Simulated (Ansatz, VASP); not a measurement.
# One calculation of Y, two programs

```
CELL_PARAMETERS angstrom
1.81386 -6.12613 0.00000
1.81386 6.12613 0.00000
0.00000 0.00000 5.72470
ATOMIC_POSITIONS crystal
Y 0.13683 0.86317 0.99986
Y 0.63683 0.36317 0.50014
Y 0.86317 0.13683 0.00014
Y 0.36317 0.63683 0.49986
```

Alike in both runs: functional PBEsol; k mesh 4 × 4 × 4; occupations gaussian, width 0.1 eV; no spin polarisation.

Ansatz relaxed the structure, and its values are those at the end. VASP's run is a single point on that final structure, the one shown.

|  | VASP | Ansatz |
| --- | --- | --- |
| version | VASP 6.6.1 | Ansatz 0.2.0 |
| potentials or method | VASP PAW PBE potentials, release 64 (Y_sv) | scalar-relativistic, plane waves, PAW |
| plane-wave cutoff (eV) | 520 | 420 |
| valence electrons in the cell | 44 | 44 |

Ansatz gave:

* gap on the k mesh at the Fermi level (eV): none
* pressure (GPa): 0.1
* rms of the force components (eV/Å): 0.023

Problem. What did VASP give for the same quantities?

Solution. gap on the k mesh at the Fermi level (eV): none; pressure (GPa): 0.0; rms of the force components (eV/Å): 0.027.

A gap of «none» marks a metal or a gap that the smearing closes. With one functional, cell and mesh, what is left measures potentials, basis and numerics.

Caveats: the k mesh is coarse (spacing up to 0.45 Å⁻¹), so the values aren't converged; the PAW data sets were made with another functional, which shifts forces and pressure a little (VASP).
